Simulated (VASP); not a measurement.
# HfC: relaxation of cell and atoms with B3LYP

Crystal: HfC.

```
Hf C
1.0
     0.00000    2.32500    2.32500
     2.32500    0.00000    2.32500
     2.32500    2.32500    0.00000
Hf C
1 1
Cartesian
  2.3250 2.3250 2.3250
  0.0000 0.0000 0.0000
```

```json
{"Program": "VASP 6.6.1", "Task": "relaxation of cell and atoms", "Functional": "B3LYP", "Potentials or basis": "VASP PAW PBE potentials, release 64 (Hf_pv, C)", "Cutoff": "600 eV", "k mesh": "5 × 5 × 5", "Occupations": "fermi-dirac, width 0.05 eV", "Spin": "no spin polarisation", "Grid for exact exchange (PRECFOCK)": "Normal", "Exchange at q = 0": "default", "Further INCAR settings": "ALGO = Normal; EDIFF = 1e-06; IBRION = 2; EDIFFG = -0.01; NSW = 40; ISIF = 3"}
```

```json
{
  "Relaxed volume": "12.72 Å³/atom",
  "Relaxed cell": "a = 3.302 Å, b = 3.302 Å, c = 3.302 Å, α = 60.00°, β = 60.00°, γ = 60.00°",
  "Space group after relaxing (to 0.05 Å)": "Fm-3m (No. 225)",
  "Energy gained by relaxing": "1.5 meV/atom",
  "Ionic steps": "3",
  "Pressure after relaxing": "-0.1 GPa",
  "Band gap on the k mesh": "none (metal or under the smearing width)"
}
```

The path:
| step | energy change (eV) | largest force (eV/Å) | pressure (GPa) | volume (Å³) |
| --- | --- | --- | --- | --- |
| 1 | 0.0000 | 0.0000 | 3.01 | 25.14 |
| 2 | 0.0062 | 0.0000 | -5.08 | 26.01 |
| 3 | -0.0029 | 0.0000 | -0.09 | 25.45 |

Final structure:
```
Hf C
1.0
     0.00000    2.33454    2.33454
     2.33454    0.00000    2.33454
     2.33454    2.33454    0.00000
Hf C
1 1
Direct
  0.50000 0.50000 0.50000
  0.00000 0.00000 0.00000
```

Levels at points of the mesh, in eV from the Fermi level:
```
           k point  band 5  band 6  band 7  band 8  band 9  band 10
(0.00, 0.00, 0.00)    1.60    1.61    1.62    2.46    2.46     2.46
```

It took 20 min on 1 thread of Intel(R) Xeon(R) 6975P-C (Granite Rapids), with other jobs on the host, peak memory 0.16 GiB.

Caveat: the k mesh is coarse (spacing up to 0.47 Å⁻¹), so the values aren't converged, least of all with exact exchange; the PAW data sets were made with another functional, which shifts forces and pressure a little. Spin-orbit coupling is left out, which matters for the levels of Hf.
